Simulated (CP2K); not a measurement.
A run of CP2K 2026.2 is set up as follows.

Contents of se_scf.inp:

```
&GLOBAL
  PROJECT se_scf
  RUN_TYPE ENERGY_FORCE
  PRINT_LEVEL LOW
&END GLOBAL
&FORCE_EVAL
  METHOD QS
  STRESS_TENSOR ANALYTICAL
  &DFT
    BASIS_SET_FILE_NAME BASIS_MOLOPT_UZH
    POTENTIAL_FILE_NAME POTENTIAL_UZH
    &MGRID
      CUTOFF 675
      REL_CUTOFF 60
      NGRIDS 4
    &END MGRID
    &QS
      METHOD GPW
      EPS_DEFAULT 1.0E-10
    &END QS
    &KPOINTS
      SCHEME MONKHORST-PACK 9 9 9
      GAMMA_CENTERED T
      SYMMETRY T
      SYMMETRY_BACKEND SPGLIB
    &END KPOINTS
    &SCF
      SCF_GUESS ATOMIC
      EPS_SCF 1.0E-6
      MAX_SCF 100
      ADDED_MOS 8
      CHOLESKY OFF
      EPS_EIGVAL 1.0E-7
      &DIAGONALIZATION ON
        ALGORITHM STANDARD
      &END DIAGONALIZATION
      &MIXING ON
        METHOD BROYDEN_MIXING
        ALPHA 0.4
        BETA 1.5
        NBUFFER 8
      &END MIXING
      &SMEAR ON
        METHOD FERMI_DIRAC
        ELECTRONIC_TEMPERATURE [K] 1160.452
      &END SMEAR
    &END SCF
    &XC
      &XC_FUNCTIONAL
        &MGGA_X_R2SCAN
        &END MGGA_X_R2SCAN
        &MGGA_C_R2SCAN
        &END MGGA_C_R2SCAN
      &END XC_FUNCTIONAL
      &VDW_POTENTIAL
        POTENTIAL_TYPE PAIR_POTENTIAL
        &PAIR_POTENTIAL
          TYPE DFTD3(BJ)
          REFERENCE_FUNCTIONAL r2SCAN
          PARAMETER_FILE_NAME dftd3.dat
          R_CUTOFF 20
          D3_REFERENCE_CODE T
        &END PAIR_POTENTIAL
      &END VDW_POTENTIAL
    &END XC
    &PRINT
      &KPOINTS ON
      &END KPOINTS
      &MULLIKEN ON
      &END MULLIKEN
      &MO ON
        ENERGIES T
        OCCUPATION_NUMBERS T
        &EACH
          QS_SCF 0
        &END EACH
        ADD_LAST NUMERIC
      &END MO
      &LOWDIN ON
      &END LOWDIN
      &HIRSHFELD ON
        SHAPE_FUNCTION DENSITY
      &END HIRSHFELD
    &END PRINT
  &END DFT
  &SUBSYS
    &CELL
      ABC 2.8136965015 2.8210028707 2.7989592460
      ALPHA_BETA_GAMMA 90.4696499240 91.3153426357 88.3945209094
      PERIODIC XYZ
    &END CELL
    &COORD
      Se  0.0000000000 0.0000000000 0.0000000000
    &END COORD
    &KIND Se
      BASIS_SET TZVP-MOLOPT-SCAN-GTH-q6
      POTENTIAL GTH-SCAN-q6
    &END KIND
    &PRINT
      &ATOMIC_COORDINATES ON
      &END ATOMIC_COORDINATES
      &CELL ON
      &END CELL
    &END PRINT
  &END SUBSYS
  &PRINT
    &FORCES ON
    &END FORCES
    &STRESS_TENSOR ON
    &END STRESS_TENSOR
  &END PRINT
&END FORCE_EVAL
```

Potentials or basis: POTENTIAL_UZH Se GTH-SCAN-q6; TZVP-MOLOPT-SCAN-GTH basis.

The run is started by

```bash
$ OMP_NUM_THREADS=1 cp2k.psmp -i se_scf.inp -o se_scf.out
```

Task: What does it give for the pressure?

Result: -0.9 GPa.

Task: Predict the band gap on the k mesh.

Result: None (metal or under the smearing width).

Stress tensor (GPa, compression positive):
```
-0.88 -0.23  0.20
-0.23 -0.88  0.08
 0.20  0.08 -0.98
```

Caveat: the basis of atomic orbitals isn't converged, which shifts pressures, moduli and gaps; pairwise dispersion overbinds metals, which lowers pressure and volume.
